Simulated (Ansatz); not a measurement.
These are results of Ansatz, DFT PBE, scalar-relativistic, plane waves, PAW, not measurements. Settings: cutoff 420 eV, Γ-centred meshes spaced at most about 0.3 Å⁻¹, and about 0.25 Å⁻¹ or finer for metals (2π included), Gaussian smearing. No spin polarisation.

These are static total energies at zero pressure.

Two relaxed structures of Sb2Se5:

A.

```xyz
7
Lattice="3.9774 0.0000 0.0000 -1.9887 3.4446 0.0000 0.0000 0.0000 15.8088" Properties=species:S:1:pos:R:3 pbc="T T T"
Sb    1.9887    1.1482   13.8730
Sb    0.0000    2.2964    1.9358
Se    0.0000    0.0000    6.8103
Se    0.0000    0.0000    8.9986
Se    0.0000    2.2964   12.2756
Se    1.9887    1.1482    3.5332
Se    0.0000    0.0000    0.0000
```

B.

```xyz
7
Lattice="7.9180 -2.0588 0.0000 7.9180 2.0588 0.0000 -1.4329 0.0000 5.8196" Properties=species:S:1:pos:R:3 pbc="T T T"
Sb    1.6298    0.0000    2.3846
Sb   12.7734    0.0000    3.4350
Se    0.0000    0.0000    0.0000
Se    7.9070    0.0000    3.8564
Se    6.4962    0.0000    1.9632
Se    3.3401    0.0000    4.5946
Se   11.0631    0.0000    1.2250
```

**Question.** Which would you expect to be lower, and how large is the difference?

**Answer.** A is lower, by 24 meV/atom. A has space group P-3m1 (No. 164), 30.9 Å³/atom and no gap on its mesh; B has space group C2/m (No. 12), 27.1 Å³/atom and no gap. Counting Se atoms around Sb (those within 1.25 times the shortest such distance or 1.15 times the sum of covalent radii), A and B both have Sb 6. A and B both hold Se–Se pairs. Both come from invented guesses. The lowest form computed isn't among them: it has space group C2/m (No. 12), 38.1 Å³/atom and lies 55 meV/atom below the best shown.

For metals, differences of a few meV/atom aren't resolved. Weakly bound directions are ill-defined at this level, which has no dispersion term (P-3m1), and this can change margins and order among such cells. Spin–orbit coupling, which can matter for Sb, is left out. Cells relaxed within their symmetry can be saddle points. Some types were kept out of the candidates beforehand, so the set may lack a known form.

Structure A is best read as Sb2Se3 quintuple layers with upright, nearly molecular Se2 units between them, so its lower energy is no evidence for a bonded Sb2Se5 framework. Neutral Se2 leaves antimony trivalent. B has one Se–Se pair of single-bond length and three otherwise largely isolated seleniums, which as closed-shell anions would demand more electrons than two trivalent antimony atoms supply. The resulting holes, probably in Se p states, may explain both its missing gap and its higher energy, though neglected dispersion could also penalise this denser cell.

The absent gap in A probably has a different origin: like O2, Se2 has a half-filled π* shell, kept degenerate here by the threefold axis. Spin polarisation, or a distortion linking the units into chains or rings, could therefore lower its energy and open a gap. Sb2Se3 is the established compound of this system, and the ordering of these cells doesn't show that any Sb2Se5 phase resists separation into Sb2Se3 and selenium.
